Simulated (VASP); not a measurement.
# GaP (F-43m) in VASP: a series of runs, part 3 of 3

VASP 6.6.1.

## (5) G0W0 quasiparticle levels, PBE

POSCAR reads:

```
GaP
1.0
    0.0000000000      2.7252500000      2.7252500000
    2.7252500000      0.0000000000      2.7252500000
    2.7252500000      2.7252500000      0.0000000000
Ga P
1 1
Direct
    0.0000000000      0.0000000000      0.0000000000
    0.7500000000      0.7500000000      0.7500000000
```

INCAR.step1 reads:

```
ALGO = Fast
EDIFF = 1E-8
ENCUT = 450
GGA = PE
ISMEAR = 0
LASPH = T
LCHARG = F
LREAL = F
LWAVE = T
NELM = 100
PREC = Accurate
SIGMA = 0.01
```

INCAR.step2 reads:

```
ALGO = Exact
EDIFF = 1E-8
ENCUT = 450
GGA = PE
ISMEAR = 0
ISTART = 1
LASPH = T
LCHARG = F
LOPTICS = T
LREAL = F
LWAVE = T
NBANDS = 57
NELM = 1
PREC = Accurate
SIGMA = 0.01
```

INCAR.step3 reads:

```
ALGO = EVGW0
EDIFF = 1E-8
ENCUT = 450
ENCUTGW = 150
GGA = PE
ISMEAR = 0
ISTART = 1
LASPH = T
LCHARG = F
LREAL = F
LWAVE = F
NBANDS = 57
NBANDSGW = 17
NELMGW = 1
NOMEGA = 12
PREC = Accurate
PRECFOCK = Fast
SIGMA = 0.01
```

KPOINTS reads:

```
k-points
0
Gamma
  3 3 3
```

Potentials or basis: VASP PAW PBE potentials, release 64 (Ga_d_GW, P_GW).

Run with:

```
cat potpaw_PBE.64/Ga_d_GW/POTCAR potpaw_PBE.64/P_GW/POTCAR > POTCAR
cp INCAR.step1 INCAR
mpirun -np 1 vasp_std > vasp.out
cp INCAR.step2 INCAR
mpirun -np 1 vasp_std > vasp.out
cp INCAR.step3 INCAR
mpirun -np 1 vasp_std > vasp.out
```

OUTCAR:

```text
EDIFF = 1E-8
   ENCUT = 450
   ENCUTGW = 150
   GGA = PE
   ISMEAR = 0
   ISTART = 1
   LASPH = T
   LREAL = F
   NELMGW = 1
   PREC = Accurate
   PRECFOCK = Fast

 Found      4 irreducible k-points:

 Following reciprocal coordinates:
            Coordinates               Weight
  0.000000  0.000000  0.000000      1.000000
  0.333333  0.000000  0.000000      8.000000
  0.333333  0.333333  0.000000      6.000000
 -0.333333  0.333333  0.000000     12.000000
[... 59 lines left out ...]
   ENCUTGWSOFT         = 120.0    soft cutoff for Coulomb kernel in GW response function in eV
   ENCUTLF             =  -1.0    cutoff for local field effects
   NELMGW              =     1    number of iterations in solving QP/BSE equation
   NELMHF              =     1    number of iterations in the inner HF iteration
   NKREDLFX            =     1    NKREDLFY  =   1   NKREDLFZ  =   1
 non-spin polarized calculation
 Gauss-broadening in eV      SIGMA  =   0.01
  energy-cutoff  :      450.00
  volume of cell :       40.48
 maximum number of plane-waves:       893
 NGX is ok and might be reduce to    28
  NGX = 16; NGY = 16; NGZ = 16
   NGX = 13   NGY = 13   NGZ = 13
 maximum number of plane-waves:       172

 QP shifts <psi_nk| G(iteration)W_0 |psi_nk>: iteration 1
 for sc-GW calculations column KS-energies equals QP-energies in previous step
 and V_xc(KS)=  KS-energies - (<T + V_ion + V_H > + <T+V_H+V_ion>^1  + <V_x>^1)

 k-point   1 :       0.0000    0.0000    0.0000
  band No.  KS-energies  QP-energies   sigma(KS)   V_xc(KS)     V^pw_x(r,r')   Z            occupation Imag(sigma)

      1     -10.1855     -12.9779     -25.3776     -21.6845     -35.0252       0.7561       2.0000       0.3264
      2     -10.1855     -12.9779     -25.3776     -21.6845     -35.0252       0.7561       2.0000       0.3264
      3     -10.1855     -12.9779     -25.3776     -21.6845     -35.0252       0.7561       2.0000       0.3264
      4     -10.0899     -12.9085     -25.5258     -21.8031     -35.1436       0.7571       2.0000       0.3109
      5     -10.0899     -12.9085     -25.5258     -21.8031     -35.1436       0.7571       2.0000       0.3109
      6      -8.0299      -8.4329     -11.9069     -11.3535     -18.6291       0.7282       2.0000       0.2645
[... 317 lines left out ...]
      3     -13.7593     -13.7970     -25.4558      11.6468     -35.1500       0.7593       2.0000       0.3836
      4     -13.7438     -13.7826     -25.4692      11.6741     -35.1095       0.7570       2.0000       0.3446
      5     -13.7308     -13.7697     -25.5114      11.7292     -35.1572       0.7575       2.0000       0.3442
      6      -5.6349      -5.6378     -12.9989       7.3598     -19.1783       0.7098       2.0000      -0.2184
[... 9 lines left out ...]
     16      19.9425      19.9437      -8.7275      28.6715      -2.7823       0.7728       0.0000      -0.8079
     17      20.9491      20.9502      -9.9004      30.8510      -3.3956       0.7681       0.0000      -1.1268
```

OUTCAR.step1:

```text
EDIFF = 1E-8
   ENCUT = 450
   GGA = PE
   ISMEAR = 0
   LASPH = T
[... 172 lines left out ...]
 -----------------------------------------------------------------------------------
      0.00000      0.00000      0.00000         0.000000      0.000000      0.000000
      4.08788      4.08788      4.08788        -0.000000     -0.000000     -0.000000
 -----------------------------------------------------------------------------------
    total drift:                               -0.000012     -0.000012     -0.000011

  FREE ENERGIE OF THE ION-ELECTRON SYSTEM (eV)
  ---------------------------------------------------
  free  energy   TOTEN  =        -8.5981966146 eV

  energy  without entropy=       -8.5981966146  energy(sigma->0) =       -8.59819661
```

OUTCAR.step2:

```text
EDIFF = 1E-8
   ENCUT = 450
   GGA = PE
   ISMEAR = 0
[... 538 lines left out ...]
  --------------------------------------------------------------------------------------------------------------
     0.00000    29.35321    29.35321    29.35321     0.00000     0.00000     0.00000
     0.86709    32.73486    32.73486    32.73486     0.00000     0.00000     0.00000
     1.73418    58.73473    58.73473    58.73473     0.00000     0.00000     0.00000
     2.60127    80.39903    80.39903    80.39903     0.00000     0.00000     0.00000
     3.46836     9.01334     9.01334     9.01334     0.00000    -0.00000     0.00000
     4.33545    19.99900    19.99900    19.99900     0.00000    -0.00000     0.00000
[... 92 lines left out ...]
    84.97474     0.92417     0.92417     0.92417    -0.00000    -0.00000    -0.00000
    85.84183     0.92608     0.92608     0.92608    -0.00000    -0.00000    -0.00000
```

It took 49 s on 1 thread of Intel Xeon Platinum 8259CL at 2.50GHz (Skylake/Cascade Lake), shared host; peak memory 0.24 GiB.

These settings aren't checked as converged: the numbers below hold their error.

Results:

* Band gap on the k mesh, mean-field level: 1.70 eV, indirect (least direct gap 1.80 eV)
* Quasiparticle gap: 2.20 eV

Caveat: the k mesh is coarse (spacing up to 0.67 Å⁻¹), so the values aren't converged; the cutoff is under 1.25 times the usual one of these potentials, so pressure, stress and relaxed cells hold a basis-set (Pulay) error; bands, screening cutoff and mesh are small and nothing is extrapolated, so the quasiparticle values aren't converged; the log holds further tables after the one-shot step; the gap given is that of the first; an odd mesh through Γ misses points on the zone boundary, where band edges often lie.

## (6) G0W0 quasiparticle levels, PBE

POSCAR is that of step 5.

INCAR.step1 reads:

```
SYSTEM = GaP
PREC     = Accurate       ! precision mode
ENCUT    = 450            ! plane-wave cutoff, eV
EDIFF    = 1E-8           ! SCF threshold, eV
ISMEAR   = 0              ! smearing method
SIGMA    = 0.01           ! smearing width, eV
LREAL    = .False.        ! projectors in reciprocal space
LASPH    = .True.         ! aspherical terms in the spheres
NELM     = 80             ! most SCF steps
ALGO     = Normal         ! electronic algorithm
LWAVE    = .True.         ! write WAVECAR
LCHARG   = .False.        ! write CHGCAR
GGA      = PE             ! functional
```

INCAR.step2 reads:

```
SYSTEM = GaP
PREC     = Accurate       ! precision mode
ENCUT    = 450            ! plane-wave cutoff, eV
EDIFF    = 1E-8           ! SCF threshold, eV
ISMEAR   = 0              ! smearing method
SIGMA    = 0.01           ! smearing width, eV
LREAL    = .False.        ! projectors in reciprocal space
LASPH    = .True.         ! aspherical terms in the spheres
NELM     = 1              ! most SCF steps
ALGO     = Exact          ! electronic algorithm
LWAVE    = .True.         ! write WAVECAR
LCHARG   = .False.        ! write CHGCAR
GGA      = PE             ! functional
NBANDS   = 57             ! bands
LOPTICS  = .True.         ! frequency-dependent dielectric function
ISTART   = 1
```

INCAR.step3 reads:

```
SYSTEM = GaP
PREC     = Accurate       ! precision mode
ENCUT    = 450            ! plane-wave cutoff, eV
EDIFF    = 1E-8           ! SCF threshold, eV
ISMEAR   = 0              ! smearing method
SIGMA    = 0.01           ! smearing width, eV
LREAL    = .False.        ! projectors in reciprocal space
LASPH    = .True.         ! aspherical terms in the spheres
ALGO     = EVGW0          ! electronic algorithm
LWAVE    = .False.        ! write WAVECAR
LCHARG   = .False.        ! write CHGCAR
GGA      = PE             ! functional
NELMGW   = 1            
NBANDS   = 57             ! bands
ENCUTGW  = 150            ! cutoff of the response function
NOMEGA   = 24             ! frequency points
PRECFOCK = Fast         
ISTART   = 1            
NBANDSGW = 17
```

KPOINTS reads:

```
Automatic mesh
0
Gamma
  3 3 3
  0 0 0
```

Potentials or basis: VASP PAW PBE potentials, release 64 (Ga_d_GW, P_GW).

Run with:

```
cat potpaw_PBE.64/Ga_d_GW/POTCAR potpaw_PBE.64/P_GW/POTCAR > POTCAR
cp INCAR.step1 INCAR
mpirun -np 1 vasp_std > vasp.out
cp INCAR.step2 INCAR
mpirun -np 1 vasp_std > vasp.out
cp INCAR.step3 INCAR
mpirun -np 1 vasp_std > vasp.out
```

OUTCAR:

```text
SYSTEM = GaP
   PREC = Accurate
   ENCUT = 450
   EDIFF = 1E-8
   ISMEAR = 0
   LREAL = .False.
   LASPH = .True.
   GGA = PE
   NELMGW = 1
   ENCUTGW = 150
   PRECFOCK = Fast
   ISTART = 1

 Found      4 irreducible k-points:

 Following reciprocal coordinates:
            Coordinates               Weight
  0.000000  0.000000  0.000000      1.000000
  0.333333  0.000000  0.000000      8.000000
  0.333333  0.333333  0.000000      6.000000
 -0.333333  0.333333  0.000000     12.000000
   k-points           NKPTS =      4   k-points in BZ     NKDIM =     27   number of bands    NBANDS=     57
   number of dos      NEDOS =    301   number of ions     NIONS =      2
   total plane-waves  NPLWV =  21952
   dimension x,y,z NGX =    28 NGY =   28 NGZ =   28
   dimension x,y,z NGXF=    56 NGYF=   56 NGZF=   56
   ions per type =               1   1
   NGX,Y,Z   is equivalent  to a cutoff of  12.08, 12.08, 12.08 a.u.
   NGXF,Y,Z  is equivalent  to a cutoff of  24.16, 24.16, 24.16 a.u.
 SYSTEM =  GaP
   PREC   = accura    normal or accurate (medium, high low for compatibility)
   ISTART =      1    job   : 0-new  1-cont  2-samecut
   ICHARG =      0    charge: 1-file 2-atom 10-const
   ISPIN  =      1    spin polarized calculation?
   LNONCOLLINEAR =      F non collinear calculations
   LSORBIT =      F    spin-orbit coupling
   LASPH  =      T    aspherical Exc in radial PAW
   ENCUT  =  450.0 eV  33.07 Ry    5.75 a.u.   6.67  6.67  6.67*2*pi/ulx,y,z
   NELM   =     60;   NELMIN=  2; NELMDL=  0     # of ELM steps
   EDIFF  = 0.1E-07   stopping-criterion for ELM
   LREAL  =      F    real-space projection
   EDIFFG = 0.1E-06   stopping-criterion for IOM
   NSW    =      0    number of steps for IOM
   IBRION =     -1    ionic relax: 0-MD 1-quasi-New 2-CG
   NFREE  =      0    steps in history (QN), initial steepest desc. (CG)
   ISIF   =      0    stress and relaxation
   ISYM   =      3    0-nonsym 1-usesym 2-fastsym
   POTIM  = 0.5000    time-step for ionic-motion
   TEBEG  =    0.0;   TEEND  =   0.0 temperature during run
   PSTRESS=    0.0 pullay stress
   NELECT =      18.0000    total number of electrons
   NUPDOWN=      -1.0000    fix difference up-down
   EMIN   =  10.00;   EMAX   =-10.00  energy-range for DOS
   EFERMI =   0.00;   METHOD = LEGACY
   ISMEAR =     0;   SIGMA  =   0.01  broadening in eV -4-tet -1-fermi 0-gaus
   EFERMI_NEDOS =   21; number of points for ismear=-14 and -15
   IALGO  =     38    algorithm
   IMIX   =      4    mixing-type and parameters
     AMIX     =   0.40;   BMIX     =  1.00
     AMIX_MAG =   1.60;   BMIX_MAG =  1.00
  volume/ion in A,a.u.               =      20.24       136.59
  Fermi-wavevector in a.u.,A,eV,Ry     =   1.249538  2.361284 21.243377  1.561344
  Thomas-Fermi vector in A             =   2.383574
   LORBIT       =      0    0 simple, 1 ext, 2 COOP (PROOUT), +10 PAW based schemes
   GGA     = PE    functional components
   LHFCALC =     T    Hartree Fock is set to
   PRECFOCK=fast      Normal, Fast or Accurate (Low or Medium for compatibility)
   ENCUT4O =  -1.0   cutoff for four orbital integrals eV
   NKREDX  =     1    reduce k-point grid by
   NKREDY  =     1    reduce k-point grid by
   NKREDZ  =     1    reduce k-point grid by
   AEXX    =    1.0000 exact exchange contribution
   HFSCREEN=    0.0000 screening length (either q_TF or 0.3 A-1)
   HFSCREENC=   0.0000 screening length for correlation (either q_TF or 0.3 A-1)
   ENCUTFOCK=  -1.0 apply spherical cutoff to Coloumb kernel
   IVDW    =     0    specifies the selected vdW correction
   LEPSILON=     F    determine dielectric tensor
   LRPA    =     F    only Hartree local field effects (RPA)
   LRPAFORCE           =     F    calculate RPA forces
   ENCUTGW             = 150.0    cutoff for response function in eV
   ENCUTGWSOFT         = 120.0    soft cutoff for Coulomb kernel in GW response function in eV
   ENCUTLF             =  -1.0    cutoff for local field effects
   NELMGW              =     1    number of iterations in solving QP/BSE equation
   NELMHF              =     1    number of iterations in the inner HF iteration
   NKREDLFX            =     1    NKREDLFY  =   1   NKREDLFZ  =   1
 non-spin polarized calculation
 Gauss-broadening in eV      SIGMA  =   0.01
  energy-cutoff  :      450.00
  volume of cell :       40.48
 maximum number of plane-waves:       893
 NGX is ok and might be reduce to    28
  NGX = 16; NGY = 16; NGZ = 16
   NGX = 13   NGY = 13   NGZ = 13
 maximum number of plane-waves:       172

 QP shifts <psi_nk| G(iteration)W_0 |psi_nk>: iteration 1
 for sc-GW calculations column KS-energies equals QP-energies in previous step
 and V_xc(KS)=  KS-energies - (<T + V_ion + V_H > + <T+V_H+V_ion>^1  + <V_x>^1)

 k-point   1 :       0.0000    0.0000    0.0000
  band No.  KS-energies  QP-energies   sigma(KS)   V_xc(KS)     V^pw_x(r,r')   Z            occupation Imag(sigma)

      1     -10.1856     -12.1260     -24.7142     -21.6848     -35.0252       0.6405       2.0000      -0.3087
      2     -10.1856     -12.1260     -24.7142     -21.6848     -35.0252       0.6405       2.0000      -0.3087
      3     -10.1856     -12.1260     -24.7142     -21.6848     -35.0252       0.6405       2.0000      -0.3087
      4     -10.0900     -12.0875     -24.9151     -21.8034     -35.1437       0.6419       2.0000      -0.3542
      5     -10.0900     -12.0875     -24.9151     -21.8034     -35.1437       0.6419       2.0000      -0.3542
      6      -8.0298      -8.2742     -11.6978     -11.3534     -18.6291       0.7097       2.0000       1.6654
[... 9 lines left out ...]
     16      14.1509      14.7596     -10.0272     -10.8284      -4.9889       0.7597       0.0000       0.0779
     17      16.8528      17.0233      -7.9433      -8.1664      -2.3911       0.7642       0.0000      -0.3729

 k-point   2 :       0.3333    0.0000    0.0000
  band No.  KS-energies  QP-energies   sigma(KS)   V_xc(KS)     V^pw_x(r,r')   Z            occupation Imag(sigma)

      1     -10.2450     -12.1320     -24.3485     -21.4022     -34.6069       0.6405       2.0000      -0.2400
      2     -10.1657     -12.1160     -24.7608     -21.7197     -35.0663       0.6413       2.0000      -0.3145
      3     -10.1657     -12.1160     -24.7608     -21.7197     -35.0663       0.6413       2.0000      -0.3145
      4     -10.0863     -12.0844     -24.9255     -21.8125     -35.1586       0.6419       2.0000      -0.3615
      5     -10.0863     -12.0844     -24.9255     -21.8125     -35.1586       0.6419       2.0000      -0.3615
      6      -6.7233      -6.9513     -12.2847     -11.9516     -18.9040       0.6846       2.0000       1.3742
[... 9 lines left out ...]
     16      14.1473      14.2858      -7.9735      -8.1523      -2.6893       0.7749       0.0000      -0.2314
     17      19.2487      19.7078      -9.0710      -9.7041      -3.0812       0.7251       0.0000      -0.6310

 k-point   3 :       0.3333    0.3333    0.0000
  band No.  KS-energies  QP-energies   sigma(KS)   V_xc(KS)     V^pw_x(r,r')   Z            occupation Imag(sigma)
[... 259 lines left out ...]
      1     -13.0734     -13.1599     -24.3057      11.0980     -34.5687       0.6441       2.0000      -0.2440
      2     -13.0441     -13.1326     -24.8234      11.6422     -35.1478       0.6453       2.0000      -0.3654
      3     -13.0441     -13.1326     -24.8234      11.6422     -35.1478       0.6453       2.0000      -0.3654
      4     -13.0833     -13.1766     -24.8416      11.6131     -35.0419       0.6430       2.0000      -0.4026
      5     -13.0568     -13.1505     -24.9624      11.7600     -35.1855       0.6437       2.0000      -0.4215
      6      -6.5937      -6.6009     -12.3597       5.7554     -18.7791       0.6855       2.0000       1.3649
[... 9 lines left out ...]
     16      19.4574      19.4603      -8.8182      28.2796      -2.9341       0.7286       0.0000      -0.5575
     17      20.5638      20.5633     -10.3139      30.8771      -3.9445       0.7167       0.0000      -0.7817

 k-point   4 :      -0.3333    0.3333    0.0000
  band No. old QP-enery  QP-energies   sigma(KS)   T+V_ion+V_H  V^pw_x(r,r')   Z            occupation Imag(sigma)

      1     -13.0583     -13.1442     -24.2649      11.0730     -34.5252       0.6427       2.0000      -0.2260
      2     -13.0573     -13.1461     -24.7907      11.5955     -35.0963       0.6437       2.0000      -0.3700
      3     -13.0427     -13.1312     -24.8269      11.6470     -35.1500       0.6453       2.0000      -0.3642
      4     -13.0708     -13.1638     -24.8896      11.6743     -35.1096       0.6435       2.0000      -0.4118
      5     -13.0637     -13.1573     -24.9385      11.7294     -35.1573       0.6436       2.0000      -0.4191
      6      -5.6739      -5.6820     -13.0455       7.3598     -19.1782       0.6855       2.0000       1.2575
[... 9 lines left out ...]
     16      19.9805      19.9833      -8.6873      28.6715      -2.7823       0.7328       0.0000      -0.5512
     17      20.9939      20.9966      -9.8534      30.8509      -3.3956       0.7389       0.0000      -0.9046
```

Run time: 43 s. Hardware: 1 thread of Intel Xeon Platinum 8488C (Sapphire Rapids), shared host; peak memory 0.24 GiB.

The run converged, but some of its settings lie outside the range that counts as converged, so its numbers aren't taken as properties of the crystal.

What came out:

```yaml
Band_gap_on_the_k_mesh_mean-field_level: 1.70 eV, indirect (least direct gap 1.80 eV)
Quasiparticle_gap: 2.17 eV
```

Caveat: the k mesh is coarse (spacing up to 0.67 Å⁻¹), so the values aren't converged; the cutoff is under 1.25 times the usual one of these potentials, so pressure, stress and relaxed cells hold a basis-set (Pulay) error; bands, screening cutoff and mesh are small and nothing is extrapolated, so the quasiparticle values aren't converged; the log holds further tables after the one-shot step; the gap given is that of the first; an odd mesh through Γ misses points on the zone boundary, where band edges often lie.

## (7) For comparison

An earlier run on the cell as given: functional PBE; potentials or basis VASP PAW PBE potentials, release 64 (Ga_d, P); cutoff 520 eV; k mesh 8 × 8 × 8; occupations fermi-dirac, width 0.05 eV; no spin polarisation.

- Pressure: 2.5 GPa
- Band gap on the k mesh: 1.64 eV, indirect (least direct gap 1.83 eV)
